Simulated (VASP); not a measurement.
## VASP 6.6.1 run: NaCl

INCAR

```
ISMEAR = 0
ISIF = 2
NELM = 51
ENCUT = 520
SIGMA = 0.01
LCHARG = .FALSE.
NSW = 0
METAGGA = RSCAN
IBRION = -1
ALGO = Normal
LASPH = .TRUE.
EDIFF = 1E-7
NBANDS = 14
LWAVE = .FALSE.
PREC = High
LREAL = .FALSE.
```

KPOINTS

```
KPOINTS created by Atomic Simulation Environment
0
Gamma
8 8 8
0 0 0
```

POSCAR

```
Na Cl
 1.0000000000000000
     0.0000000000000000    2.8587528019000001    2.8587528019000001
     2.8587528019000001    0.0000000000000000    2.8587528019000001
     2.8587528019000001    2.8587528019000001    0.0000000000000000
 Na  Cl
   1   1
Cartesian
  0.0000000000000000  0.0000000000000000  0.0000000000000000
  2.8587528019000001  2.8587528019000001  2.8587528019000001
```

The recommended PBE PAW datasets give the neutral cell 14 valence electrons.

Command

```
mpirun -np 1 vasp_std
```

OSZICAR

```
N       E                     dE             d eps       ncg     rms          rms(c)
DAV:   1     0.900927627436E+02    0.90093E+02   -0.71691E+03   820   0.102E+03
DAV:   2    -0.113015665052E+02   -0.10139E+03   -0.93313E+02   880   0.270E+02
DAV:   3    -0.197027593674E+02   -0.84012E+01   -0.83498E+01  1076   0.733E+01
DAV:   4    -0.198487657313E+02   -0.14601E+00   -0.14595E+00   944   0.104E+01
DAV:   5    -0.198521985947E+02   -0.34329E-02   -0.34324E-02  1064   0.158E+00    0.220E+00
DAV:   6    -0.177038085256E+02    0.21484E+01   -0.52175E-01   884   0.687E+00    0.219E+00
DAV:   7    -0.176855909668E+02    0.18218E-01   -0.14943E-01   992   0.270E+00    0.120E+00
DAV:   8    -0.176909707714E+02   -0.53798E-02   -0.52586E-03   986   0.583E-01    0.406E-01
DAV:   9    -0.176925813476E+02   -0.16106E-02   -0.32008E-03   860   0.519E-01    0.122E-01
DAV:  10    -0.176927111898E+02   -0.12984E-03   -0.19832E-04  1100   0.102E-01    0.134E-01
DAV:  11    -0.176926634966E+02    0.47693E-04   -0.10996E-04   950   0.718E-02    0.203E-02
DAV:  12    -0.176926626298E+02    0.86672E-06   -0.29723E-06  1052   0.140E-02    0.724E-03
DAV:  13    -0.176926629391E+02   -0.30925E-06   -0.48005E-07   956   0.359E-03    0.230E-03
DAV:  14    -0.176926622918E+02    0.64726E-06   -0.22473E-08   652   0.107E-03    0.140E-04
DAV:  15    -0.176926622858E+02    0.59922E-08   -0.17006E-09   544   0.436E-04
   1 F= -.17692662E+02 E0= -.17692662E+02  d E =-.245264E-66
```

From OUTCAR

```
k-points           NKPTS =     29   k-points in BZ     NKDIM =     29   number of bands    NBANDS=     14

   NELECT =      14.0000    total number of electrons

   dimension x,y,z NGX =    30 NGY =   30 NGZ =   30
   dimension x,y,z NGXF=    36 NGYF=   36 NGZF=   36

  energy-cutoff  :      520.00
  volume of cell :       46.73
      direct lattice vectors                 reciprocal lattice vectors
     0.000000000  2.858752802  2.858752802    -0.174901446  0.174901446  0.174901446
     2.858752802  0.000000000  2.858752802     0.174901446 -0.174901446  0.174901446
     2.858752802  2.858752802  0.000000000     0.174901446  0.174901446 -0.174901446

 k-points in reciprocal lattice and weights: KPOINTS created by Atomic Simulation Env
   0.00000000  0.00000000  0.00000000       0.002
   0.12500000  0.00000000  0.00000000       0.016
   0.25000000  0.00000000  0.00000000       0.016
   0.37500000  0.00000000  0.00000000       0.016
   0.50000000  0.00000000  0.00000000       0.008
   0.12500000  0.12500000  0.00000000       0.012
   0.25000000  0.12500000  0.00000000       0.047
   0.37500000  0.12500000  0.00000000       0.047
   ...

 E-fermi :  -1.3221

 k-point     1 :       0.0000    0.0000    0.0000
  band No.  band energies     occupation
      1     -23.0844      2.00000
      2     -23.0844      2.00000
      3     -23.0844      2.00000
      4     -14.5598      2.00000
      5      -1.4417      2.00000
      6      -1.4417      2.00000
      7      -1.4417      2.00000
      8       4.2364      0.00000
      9      10.2368      0.00000
     10      10.2372      0.00000
     11      10.2372      0.00000
     12      12.4396      0.00000
     13      12.4396      0.00000
     14      13.9501      0.00000

 k-point     2 :       0.1250    0.0000    0.0000
  band No.  band energies     occupation
      1     -23.0878      2.00000
      2     -23.0846      2.00000
      3     -23.0846      2.00000
      4     -14.5176      2.00000
      5      -1.7786      2.00000
      6      -1.4810      2.00000
      7      -1.4810      2.00000
      8       4.7114      0.00000
      9       9.6870      0.00000
     10      10.4345      0.00000
     11      10.4352      0.00000
     12      12.1986      0.00000
     13      12.1988      0.00000
     14      14.9117      0.00000

 k-point     3 :       0.2500    0.0000    0.0000
  band No.  band energies     occupation
      1     -23.0960      2.00000
      2     -23.0852      2.00000
      3     -23.0852      2.00000
      4     -14.4131      2.00000
      5      -2.4601      2.00000
      6      -1.5730      2.00000
      7      -1.5729      2.00000
      8       5.6711      0.00000
      9       9.1169      0.00000
     10      10.5631      0.00000
     11      10.5645      0.00000
     12      12.4066      0.00000
     13      12.4066      0.00000
     14      14.8823      0.00000

 k-point     4 :       0.3750    0.0000    0.0000
  band No.  band energies     occupation
      1     -23.1041      2.00000
      2     -23.0858      2.00000
      3     -23.0857      2.00000
      4     -14.3047      2.00000
      5      -3.0320      2.00000
      6      -1.6613      2.00000
      7      -1.6613      2.00000
      8       6.2633      0.00000
      9       9.3607      0.00000
     10      10.3080      0.00000
     11      10.3097      0.00000
     12      13.7538      0.00000
     13      13.7538      0.00000
     14      14.3426      0.00000

 ...

  Total       -0.4625514     -0.4625514     -0.4625514      0.0000000     -0.0000000     -0.0000000
  in kB      -15.8602773    -15.8602773    -15.8602773      0.0000000     -0.0000000     -0.0000000
  external PRESSURE =     -15.8602773 kB  Pullay stress =       0.0000000 kB

 POSITION                                       TOTAL-FORCE (eV/Angst)
 -----------------------------------------------------------------------------------
      0.00000      0.00000      0.00000         0.000000     -0.000000      0.000000
      2.85875      2.85875      2.85875         0.000000      0.000000      0.000000
 -----------------------------------------------------------------------------------
    total drift:                               -0.000000     -0.000000     -0.000000

  FREE ENERGIE OF THE ION-ELECTRON SYSTEM (eV)
  ---------------------------------------------------
  free  energy   TOTEN  =       -17.6926622858 eV

  energy  without entropy=      -17.6926622858  energy(sigma->0) =      -17.69266229
```

It converged. Results: gap between bands v and c on the k mesh 5.68 eV; least direct gap on the k mesh 5.68 eV; pressure -1.6 GPa. Band v is the last that the valence electrons fill when counted band by band, and c is the next.

For comparison, a separate r²SCAN run of the intended cell, on usual settings and not on those above, gives a gap of 5.76 eV on its mesh and a pressure of -1.6 GPa.

The run above took about 53 s on one core of a shared host (Intel Xeon Platinum 8488C) and held 0.14 GiB at most.
